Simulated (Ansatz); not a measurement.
The system is Tl.

```xyz
2
Lattice="3.4560 0.0000 0.0000 -1.7280 2.9930 0.0000 0.0000 0.0000 5.5250" Properties=species:S:1:pos:R:3 pbc="T T T"
Tl    1.7280    0.9977    4.1438
Tl    0.0000    1.9953    1.3813
```

* Program: Ansatz 0.2.0
* Task: relaxation of cell and atoms
* Functional: PBEsol
* Potentials or basis: all-electron LAPW, scalar-relativistic
* Basis error allowed: 0.001 eV/atom
* k mesh: 9 × 9 × 5
* Occupations: fermi-dirac, width 0.05 eV
* Spin: no spin polarisation

At the start: volume 28.57 Å³/atom.

Task: How do energy, volume and symmetry change on relaxing?

Result: Over 6 steps the energy falls by 3.8 meV/atom and the volume is 28.65 Å³/atom (+0.3 %); space group P6_3/mmc (No. 194, to 0.05 Å).

Step by step:
```
step  energy change (eV)  largest force (eV/Å)  volume (Å³)
   1              0.0000                0.0000        57.15
   2             -0.0039                0.0000        57.47
   3             -0.0072                0.0000        56.80
   4             -0.0076                0.0000        57.28
   5             -0.0076                0.0000        57.30
   6             -0.0077                0.0000        57.30
```

Final structure:
```yaml
crystal:
  lattice:
    - [3.40346, 0.00000, 0.00000]
    - [-1.70173, 2.94748, 0.00000]
    - [0.00000, 0.00000, 5.71182]
  atoms:
    - { symbol: Tl, position: [0.66667, 0.33333, 0.75000] }
    - { symbol: Tl, position: [0.33333, 0.66667, 0.25000] }
```

The cell as given is a measured one (28.57 Å³/atom); PBEsol puts the equilibrium volume +0.3 % from it, thermal expansion not counted.
